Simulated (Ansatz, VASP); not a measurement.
This is a calculation of Mg for Ansatz 0.2.0.

File input.yaml:

```yaml
crystal:
  lattice:
    - [3.1437856987, 0.0, 0.0]
    - [-1.5718928494, 2.7225982792, 0.0]
    - [0.0, 0.0, 5.1039375022]
  atoms:
    - { symbol: Mg, position: [0.6666666667, 0.3333333333, 0.75] }
    - { symbol: Mg, position: [0.3333333333, 0.6666666667, 0.25] }
kpoints:
  mp_grid: { grid: [10, 10, 5] }
scf:
  occupations: { method: fermi_dirac, width: 0.05 }
hamiltonian:
  xc: lda
  pseudopotentials: { kind: all_electron, lapw: { basis_error: 0.001 } }
output:
  forces: true
  stress: true
  eigenvalues: true
```

Potentials or basis: all-electron LAPW, scalar-relativistic.

Command:

```console
$ ansatz run input.yaml --threads 1 --pin off --max-ram 3072MiB --backend cpu --events-out ev --progress --plain --runs-dir out
```

Translate it to VASP 6.6.1. Potentials there: VASP PAW LDA potentials, release 64 (Mg).

As run (the cutoff follows the program's own potentials):

The input INCAR:

```
PREC     = Accurate       # precision mode
ENCUT    = 520            # plane-wave cutoff, eV
EDIFF    = 1E-6           # SCF threshold, eV
ISMEAR   = -1             # smearing method
SIGMA    = 0.05           # smearing width, eV
LREAL    = False          # projectors in reciprocal space
LASPH    = True           # aspherical terms in the spheres
NELM     = 60             # most SCF steps
ALGO     = Normal         # electronic algorithm
ISIF     = 2              # what is computed and relaxed
LWAVE    = False          # write WAVECAR
LCHARG   = False          # write CHGCAR
NBANDS   = 9              # bands
```

Contents of KPOINTS:

```
Automatic mesh
0
Gamma
  10 10 5
```

Contents of POSCAR:

```
Mg
1.0
    3.1437856987      0.0000000000      0.0000000000
   -1.5718928494      2.7225982792      0.0000000000
    0.0000000000      0.0000000000      5.1039375022
Mg
2
Direct
    0.6666666667      0.3333333333      0.7500000000
    0.3333333333      0.6666666667      0.2500000000
```

Potentials or basis: VASP PAW LDA potentials, release 64 (Mg).

Run with:

```bash
$ cat potpaw_LDA.64/Mg/POTCAR > POTCAR
$ mpirun -np 1 vasp_std > vasp.out
```

Both were run:

|  | VASP | Ansatz | Ansatz less VASP |
| --- | --- | --- | --- |
| gap on the k mesh at the Fermi level (eV) | none | none | - |
| pressure (GPa) | -0.7 | -0.3 | +0.36 |
| largest component of the traceless stress (GPa) | 0.80 | 0.80 | +0.007 |

A gap of «none» marks a metal or a gap that the smearing closes. Ansatz ran all-electron here, so the differences hold the error of VASP's frozen core and of both bases.
